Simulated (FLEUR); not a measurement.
# MgS (F-43m) in FLEUR: notebook

The runs below take MgS through band structure, equation of state, with r2SCAN.

All numbers are computed with FLEUR MaX-R8.1 (later development tree); they aren't measurements. Logs are shortened: lines on timing, memory, paths and dates and some standing lists are left out, and cuts for length are marked.

**1. The structure**

The structure is cubic, space group F-43m (No. 216). Conventional cell: a = 5.666 Å, b = 5.666 Å, c = 5.666 Å, α = 90.00°, β = 90.00°, γ = 90.00°. S (site symmetry -43m) has 4 Mg at 2.45 Å as nearest neighbours. Mg (site symmetry -43m) has 4 S at 2.45 Å as nearest neighbours.

The cell comes from a database or a generator and needn't be the stable form of this composition.

**2. Band structure, r2SCAN**

Contents of inp.xml:

```xml
<?xml version="1.0" encoding="UTF-8" standalone="no"?>
<fleurInput fleurInputVersion="0.39">
   <comment>
      MgS                                                                                                 
   </comment>
   <calculationSetup>
      <cutoffs Kmax="4.56" Gmax="14.1" GmaxXC="14.1" numbands="0"/>
      <scfLoop itmax="80" minDistance="0.0001" maxIterBroyd="30" imix="Anderson" alpha="0.05" precondParam="0.0" spinf="2.0" sdNocoIR="T"/>
      <coreElectrons ctail="F" frcor="F" kcrel="0" coretail_lmax="0"/>
      <xcFunctional name="LibXC" relativisticCorrections="F">
         <LibXCName exchange="mgga_x_r2scan" correlation="mgga_c_r2scan"/>
         <AuxGGA exchange="117" correlation="130"/>
      </xcFunctional>
      <magnetism jspins="1"/>
      <soc l_soc="F" theta="0.0" phi="0.0" spav="F"/>
      <expertModes spex="0" secvar="F"/>
      <geometryOptimization l_f="F" forcealpha="1.0" forcemix="BFGS" epsdisp="0.00001" epsforce="0.00001"/>
      <ldaU l_linMix="F" mixParam="0.05" spinf="1.0"/>
   </calculationSetup>
   <cell>
      <bzIntegration valenceElectrons="16.0" mode="hist" fermiSmearingEnergy="0.00183747">
         <kPointListSelection listName="default-1"/>
         <!-- k-points included here -->
         <xi:include xmlns:xi="http://www.w3.org/2001/XInclude" href="kpts.xml"> </xi:include>
      </bzIntegration>
[... 32 lines left out ...]
         </electronConfig>
         <energyParameters s="3" p="2" d="3" f="4"/>
         <lo type="SCLO" l="0" n="2" eDeriv="0"/>
         <lo type="HELO" l="1" n="3" eDeriv="0"/>
         <lo type="HELO" l="1" n="3" eDeriv="1"/>
         <lo type="SCLO" l="2" n="3" eDeriv="2"/>
         <lo type="SCLO" l="3" n="4" eDeriv="2"/>
      </species>
   </atomSpecies>
   <atomGroups>
      <atomGroup species="Sulfur (S)">
         <relPos label="                   1">1.000/4.000 1.000/4.000 1.000/4.000</relPos>
         <force calculate="T" relaxXYZ="TTT"/>
      </atomGroup>
      <atomGroup species="Magnesium (Mg)">
         <relPos label="                   2">.0000000000 .0000000000 .0000000000</relPos>
         <force calculate="T" relaxXYZ="TTT"/>
      </atomGroup>
   </atomGroups>
   <output dos="F" band="F" slice="F">
      <checks vchk="F" cdinf="F"/>
      <bandDOS minEnergy="-.5*Htr" maxEnergy="0.5*Htr" sigma="0.015" storeEVData="T"/>
      <vacuumDOS vacdos="F" integ="F" star="F" nstars="0" locx1="0.0" locy1="0.0" locx2="0.0" locy2="0.0" nstm="0" tworkf="0.0"/>
      <unfoldingBand unfoldBand="F" supercellX="1" supercellY="1" supercellZ="1"/>
      <plotting iplot="0" polar="F">
         <plot TwoD="T" vec1="  1.0  0.0  0.0" vec2="  0.0  1.0  0.0" vec3="  0.0  0.0  1.0" zero="  0.0  0.0  0.0" file="plot"/>
      </plotting>
      <chargeDensitySlicing numkpt="0" minEigenval="0.0" maxEigenval="0.0" nnne="0" pallst="F"/>
      <specialOutput eonly="F"/>
      <moessbauerParams electricFieldGradient="T" isomerShift="T" coreHyperfine="T" valenceHyperfine="T"/>
      <magneticCircularDichroism mcd="F" energyLo="-10.0" energyUp="0.0"/>
   </output>
  <!-- We include the file relax.xml here to enable relaxations (see documentation) -->
  <xi:include xmlns:xi="http://www.w3.org/2001/XInclude" href="relax.xml"> <xi:fallback/> </xi:include>
</fleurInput>
```

Contents of crystal.txt:

```
MgS
&input cartesian=F /
0.0000000000  2.8331200468  2.8331200468
2.8331200468  0.0000000000  2.8331200468
2.8331200468  2.8331200468  0.0000000000
1.8897261246
1.0 1.0 1.0

2
16 0.2500000000  0.2500000000  0.2500000000
12 0.0000000000  0.0000000000  0.0000000000

&kpt div1=8 div2=8 div3=8 gamma=T /
```

Contents of inp.xml (bands):

```
<?xml version="1.0" encoding="UTF-8" standalone="no"?>
<fleurInput fleurInputVersion="0.39">
   <comment>
      MgS                                                                                                 
   </comment>
   <calculationSetup>
      <cutoffs Kmax="4.56" Gmax="14.1" GmaxXC="14.1" numbands="0"/>
      <scfLoop itmax="80" minDistance="0.0001" maxIterBroyd="30" imix="Anderson" alpha="0.05" precondParam="0.0" spinf="2.0" sdNocoIR="T"/>
      <coreElectrons ctail="F" frcor="F" kcrel="0" coretail_lmax="0"/>
      <xcFunctional name="LibXC" relativisticCorrections="F">
         <LibXCName exchange="mgga_x_r2scan" correlation="mgga_c_r2scan"/>
         <AuxGGA exchange="117" correlation="130"/>
      </xcFunctional>
      <magnetism jspins="1"/>
      <soc l_soc="F" theta="0.0" phi="0.0" spav="F"/>
      <expertModes spex="0" secvar="F"/>
      <geometryOptimization l_f="F" forcealpha="1.0" forcemix="BFGS" epsdisp="0.00001" epsforce="0.00001"/>
      <ldaU l_linMix="F" mixParam="0.05" spinf="1.0"/>
   </calculationSetup>
   <cell>
      <bzIntegration valenceElectrons="16.0" mode="hist" fermiSmearingEnergy="0.00183747">
         <kPointListSelection listName="path-1"/>
         <!-- k-points included here -->
         <xi:include xmlns:xi="http://www.w3.org/2001/XInclude" href="kpts.xml"> </xi:include>
      </bzIntegration>
      <!-- symmetry operations included here -->
[... 31 lines left out ...]
         </electronConfig>
         <energyParameters s="3" p="2" d="3" f="4"/>
         <lo type="SCLO" l="0" n="2" eDeriv="0"/>
         <lo type="HELO" l="1" n="3" eDeriv="0"/>
         <lo type="HELO" l="1" n="3" eDeriv="1"/>
         <lo type="SCLO" l="2" n="3" eDeriv="2"/>
         <lo type="SCLO" l="3" n="4" eDeriv="2"/>
      </species>
   </atomSpecies>
   <atomGroups>
      <atomGroup species="Sulfur (S)">
         <relPos label="                   1">1.000/4.000 1.000/4.000 1.000/4.000</relPos>
         <force calculate="T" relaxXYZ="TTT"/>
      </atomGroup>
      <atomGroup species="Magnesium (Mg)">
         <relPos label="                   2">.0000000000 .0000000000 .0000000000</relPos>
         <force calculate="T" relaxXYZ="TTT"/>
      </atomGroup>
   </atomGroups>
   <output dos="F" band="T" slice="F">
      <checks vchk="F" cdinf="F"/>
      <bandDOS minEnergy="-.5*Htr" maxEnergy="0.5*Htr" sigma="0.015" storeEVData="T"/>
      <vacuumDOS vacdos="F" integ="F" star="F" nstars="0" locx1="0.0" locy1="0.0" locx2="0.0" locy2="0.0" nstm="0" tworkf="0.0"/>
      <unfoldingBand unfoldBand="F" supercellX="1" supercellY="1" supercellZ="1"/>
      <plotting iplot="0" polar="F">
         <plot TwoD="T" vec1="  1.0  0.0  0.0" vec2="  0.0  1.0  0.0" vec3="  0.0  0.0  1.0" zero="  0.0  0.0  0.0" file="plot"/>
      </plotting>
      <chargeDensitySlicing numkpt="0" minEigenval="0.0" maxEigenval="0.0" nnne="0" pallst="F"/>
      <specialOutput eonly="F"/>
      <moessbauerParams electricFieldGradient="T" isomerShift="T" coreHyperfine="T" valenceHyperfine="T"/>
      <magneticCircularDichroism mcd="F" energyLo="-10.0" energyUp="0.0"/>
   </output>
  <!-- We include the file relax.xml here to enable relaxations (see documentation) -->
  <xi:include xmlns:xi="http://www.w3.org/2001/XInclude" href="relax.xml"> <xi:fallback/> </xi:include>
</fleurInput>
```

Potentials or basis: all-electron, FLAPW.

Launch:

```
> inpgen -f crystal.txt -profile fastHighL
> # inp.xml edited to the form shown
> fleur_MPI
> fleur_MPI   # second run, on inp.xml (bands)
```

Output:

```text
Welcome to FLEUR        (www.flapw.de)
      MaX-Release 8.1          (www.max-centre.eu)
 func_ids         498         497         498         497
 MetaGGA potential functional detected - V_tau will be computed
 Auxiliary Potential for radial basis: exchange=         117  correlation=         130
The functional 'Re-regularized SCAN exchange by Furness et al' is an exchange functional, it belongs to the 'MGGA' family and is defined in the reference(s):
[1] J. W. Furness, A. D. Kaplan, J. Ning, J. P. Perdew, and J. Sun.,  J. Phys. Chem. Lett. 11, 8208-8215 (2020)
[2] J. W. Furness, A. D. Kaplan, J. Ning, J. P. Perdew, and J. Sun.,  J. Phys. Chem. Lett. 11, 9248-9248 (2020)
The functional 'Re-regularized SCAN correlation by Furness et al' is a correlation functional, it belongs to the 'MGGA' family and is defined in the reference(s):
[1] J. W. Furness, A. D. Kaplan, J. Ning, J. P. Perdew, and J. Sun.,  J. Phys. Chem. Lett. 11, 8208-8215 (2020)
[2] J. W. Furness, A. D. Kaplan, J. Ning, J. P. Perdew, and J. Sun.,  J. Phys. Chem. Lett. 11, 9248-9248 (2020)
 Using same functional for VXC and EXC

 ========== k-point set info ==========
 Selected k-point list: default-1
 k-point list type: mesh
 8 x 8 x 8
 Number of k points: 29

 ------------Calculation Setup---------------------------
 Number of MPI-tasks      :            1
 Number of PE/node        :            1
 Number of OMP-threads    :            1
 Most efficient MPI parallelization for:
           1          29
 Additional eigenvalue parallelization possible
 Number of basis functions:          601
 Approximate size of matrices (H+S) per k-point:         0.011 GB
 --------------------------------------------------------
The functional 'Hammer, Hansen, and Norskov' is an exchange functional, it belongs to the 'GGA' family and is defined in the reference(s):
[1] B. Hammer, L. B. Hansen, and J. K. Nørskov.,  Phys. Rev. B 59, 7413 (1999)
The functional 'Perdew, Burke & Ernzerhof' is a correlation functional, it belongs to the 'GGA' family and is defined in the reference(s):
[1] J. P. Perdew, K. Burke, and M. Ernzerhof.,  Phys. Rev. Lett. 77, 3865 (1996)
[2] J. P. Perdew, K. Burke, and M. Ernzerhof.,  Phys. Rev. Lett. 78, 1396 (1997)
 Using same functional for VXC and EXC
 Using auxiliary GGA potential for the first iteration of MetaGGA calculation.
 Reset of history
 Reset of history
 Iteration:     1   Distance:      12.86156236 me/bohr^3
The functional 'Hammer, Hansen, and Norskov' is an exchange functional, it belongs to the 'GGA' family and is defined in the reference(s):
[1] B. Hammer, L. B. Hansen, and J. K. Nørskov.,  Phys. Rev. B 59, 7413 (1999)
The functional 'Perdew, Burke & Ernzerhof' is a correlation functional, it belongs to the 'GGA' family and is defined in the reference(s):
[1] J. P. Perdew, K. Burke, and M. Ernzerhof.,  Phys. Rev. Lett. 77, 3865 (1996)
[2] J. P. Perdew, K. Burke, and M. Ernzerhof.,  Phys. Rev. Lett. 78, 1396 (1997)
 Using same functional for VXC and EXC
 Iteration:     2   Distance:      11.91784978 me/bohr^3
The functional 'Hammer, Hansen, and Norskov' is an exchange functional, it belongs to the 'GGA' family and is defined in the reference(s):
[1] B. Hammer, L. B. Hansen, and J. K. Nørskov.,  Phys. Rev. B 59, 7413 (1999)
The functional 'Perdew, Burke & Ernzerhof' is a correlation functional, it belongs to the 'GGA' family and is defined in the reference(s):
[1] J. P. Perdew, K. Burke, and M. Ernzerhof.,  Phys. Rev. Lett. 77, 3865 (1996)
[2] J. P. Perdew, K. Burke, and M. Ernzerhof.,  Phys. Rev. Lett. 78, 1396 (1997)
 Using same functional for VXC and EXC
 Iteration:     3   Distance:      11.11182778 me/bohr^3
The functional 'Hammer, Hansen, and Norskov' is an exchange functional, it belongs to the 'GGA' family and is defined in the reference(s):
[1] B. Hammer, L. B. Hansen, and J. K. Nørskov.,  Phys. Rev. B 59, 7413 (1999)
The functional 'Perdew, Burke & Ernzerhof' is a correlation functional, it belongs to the 'GGA' family and is defined in the reference(s):
[1] J. P. Perdew, K. Burke, and M. Ernzerhof.,  Phys. Rev. Lett. 77, 3865 (1996)
[2] J. P. Perdew, K. Burke, and M. Ernzerhof.,  Phys. Rev. Lett. 78, 1396 (1997)
 Using same functional for VXC and EXC
 Iteration:     4   Distance:       4.44853352 me/bohr^3
The functional 'Hammer, Hansen, and Norskov' is an exchange functional, it belongs to the 'GGA' family and is defined in the reference(s):
[1] B. Hammer, L. B. Hansen, and J. K. Nørskov.,  Phys. Rev. B 59, 7413 (1999)
The functional 'Perdew, Burke & Ernzerhof' is a correlation functional, it belongs to the 'GGA' family and is defined in the reference(s):
[1] J. P. Perdew, K. Burke, and M. Ernzerhof.,  Phys. Rev. Lett. 77, 3865 (1996)
[2] J. P. Perdew, K. Burke, and M. Ernzerhof.,  Phys. Rev. Lett. 78, 1396 (1997)
 Using same functional for VXC and EXC
 Iteration:     5   Distance:       2.03209555 me/bohr^3
The functional 'Hammer, Hansen, and Norskov' is an exchange functional, it belongs to the 'GGA' family and is defined in the reference(s):
[1] B. Hammer, L. B. Hansen, and J. K. Nørskov.,  Phys. Rev. B 59, 7413 (1999)
The functional 'Perdew, Burke & Ernzerhof' is a correlation functional, it belongs to the 'GGA' family and is defined in the reference(s):
[1] J. P. Perdew, K. Burke, and M. Ernzerhof.,  Phys. Rev. Lett. 77, 3865 (1996)
[2] J. P. Perdew, K. Burke, and M. Ernzerhof.,  Phys. Rev. Lett. 78, 1396 (1997)
 Using same functional for VXC and EXC
 Iteration:     6   Distance:       0.52318269 me/bohr^3
The functional 'Hammer, Hansen, and Norskov' is an exchange functional, it belongs to the 'GGA' family and is defined in the reference(s):
[1] B. Hammer, L. B. Hansen, and J. K. Nørskov.,  Phys. Rev. B 59, 7413 (1999)
The functional 'Perdew, Burke & Ernzerhof' is a correlation functional, it belongs to the 'GGA' family and is defined in the reference(s):
[1] J. P. Perdew, K. Burke, and M. Ernzerhof.,  Phys. Rev. Lett. 77, 3865 (1996)
[2] J. P. Perdew, K. Burke, and M. Ernzerhof.,  Phys. Rev. Lett. 78, 1396 (1997)
 Using same functional for VXC and EXC
[... 33 lines left out ...]
[2] J. P. Perdew, K. Burke, and M. Ernzerhof.,  Phys. Rev. Lett. 78, 1396 (1997)
 Using same functional for VXC and EXC
 Iteration:    12   Distance:       0.00261098 me/bohr^3
The functional 'Hammer, Hansen, and Norskov' is an exchange functional, it belongs to the 'GGA' family and is defined in the reference(s):
[1] B. Hammer, L. B. Hansen, and J. K. Nørskov.,  Phys. Rev. B 59, 7413 (1999)
The functional 'Perdew, Burke & Ernzerhof' is a correlation functional, it belongs to the 'GGA' family and is defined in the reference(s):
[1] J. P. Perdew, K. Burke, and M. Ernzerhof.,  Phys. Rev. Lett. 77, 3865 (1996)
[2] J. P. Perdew, K. Burke, and M. Ernzerhof.,  Phys. Rev. Lett. 78, 1396 (1997)
 Using same functional for VXC and EXC
 Iteration:    13   Distance:       0.00177120 me/bohr^3
The functional 'Hammer, Hansen, and Norskov' is an exchange functional, it belongs to the 'GGA' family and is defined in the reference(s):
[1] B. Hammer, L. B. Hansen, and J. K. Nørskov.,  Phys. Rev. B 59, 7413 (1999)
The functional 'Perdew, Burke & Ernzerhof' is a correlation functional, it belongs to the 'GGA' family and is defined in the reference(s):
[1] J. P. Perdew, K. Burke, and M. Ernzerhof.,  Phys. Rev. Lett. 77, 3865 (1996)
[2] J. P. Perdew, K. Burke, and M. Ernzerhof.,  Phys. Rev. Lett. 78, 1396 (1997)
 Using same functional for VXC and EXC
 Iteration:    14   Distance:       0.00029746 me/bohr^3
The functional 'Hammer, Hansen, and Norskov' is an exchange functional, it belongs to the 'GGA' family and is defined in the reference(s):
[1] B. Hammer, L. B. Hansen, and J. K. Nørskov.,  Phys. Rev. B 59, 7413 (1999)
The functional 'Perdew, Burke & Ernzerhof' is a correlation functional, it belongs to the 'GGA' family and is defined in the reference(s):
[1] J. P. Perdew, K. Burke, and M. Ernzerhof.,  Phys. Rev. Lett. 77, 3865 (1996)
[2] J. P. Perdew, K. Burke, and M. Ernzerhof.,  Phys. Rev. Lett. 78, 1396 (1997)
 Using same functional for VXC and EXC
 Iteration:    15   Distance:       0.00011692 me/bohr^3
The functional 'Hammer, Hansen, and Norskov' is an exchange functional, it belongs to the 'GGA' family and is defined in the reference(s):
[1] B. Hammer, L. B. Hansen, and J. K. Nørskov.,  Phys. Rev. B 59, 7413 (1999)
The functional 'Perdew, Burke & Ernzerhof' is a correlation functional, it belongs to the 'GGA' family and is defined in the reference(s):
[1] J. P. Perdew, K. Burke, and M. Ernzerhof.,  Phys. Rev. Lett. 77, 3865 (1996)
[2] J. P. Perdew, K. Burke, and M. Ernzerhof.,  Phys. Rev. Lett. 78, 1396 (1997)
 Using same functional for VXC and EXC
 Iteration:    16   Distance:       0.00001941 me/bohr^3

 ********************************************************************
 Run finished successfully
 Stop message:
   all done
 ********************************************************************
```

It took 95 s on 1 thread of Arm Neoverse V2, shared host; peak memory 0.08 GiB.

What came out:

| Quantity | Value |
| --- | --- |
| Free energy | -16323.3568 eV |
| Band gap on the k mesh | 4.13 eV, direct |
| Band gap along the path | 4.13 eV, direct |
| Valence electrons inside the program's atomic spheres | S 4.49; Mg 8.44 (radii S 2.15, Mg 2.15 bohr) |

Levels at the corners of the path, in eV from the valence-band top:
```
point  band 4  band 5  band 6  band 7  band 8  band 9  band 10  band 11  band 12  band 13
    Γ  -41.77  -11.73    0.00    0.00    0.00    4.13     8.60     8.60     8.60    11.42
    X  -41.77  -10.81   -2.80   -1.04   -1.04    4.32     6.26    12.14    13.33    13.33
    W  -41.77  -10.80   -2.25   -1.85   -1.32    5.97     8.70     8.77     9.27    13.69
    K  -41.77  -10.82   -2.46   -1.88   -0.82    5.31     7.60    10.35    10.87    11.90
    Γ  -41.77  -11.73    0.00    0.00    0.00    4.13     8.60     8.60     8.60    11.42
    L  -41.77  -11.03   -3.13   -0.33   -0.33    5.81     8.23     8.23     9.19    13.74
    U  -41.77  -10.82   -2.46   -1.88   -0.82    5.31     7.60    10.35    10.87    11.90
    W  -41.77  -10.80   -2.25   -1.85   -1.32    5.97     8.70     8.77     9.27    13.69
    L  -41.77  -11.03   -3.13   -0.33   -0.33    5.81     8.23     8.23     9.19    13.74
    K  -41.77  -10.82   -2.46   -1.88   -0.82    5.31     7.60    10.35    10.87    11.90
    U  -41.77  -10.82   -2.46   -1.88   -0.82    5.31     7.60    10.35    10.87    11.90
    X  -41.77  -10.81   -2.80   -1.04   -1.04    4.32     6.26    12.14    13.33    13.33
```

Core levels (eV from the Fermi level):
```
atom                                                   levels
 1 S  1s1/2 -2397.2, 2s1/2 -202.9, 2p1/2 -148.3, 2p3/2 -147.0
2 Mg                                            1s1/2 -1253.4
```

Caveat: the meta-GGA is that of a development version, with a GGA for the radial functions and cores and without core tails.

(Part 1 of 2 ends here.)
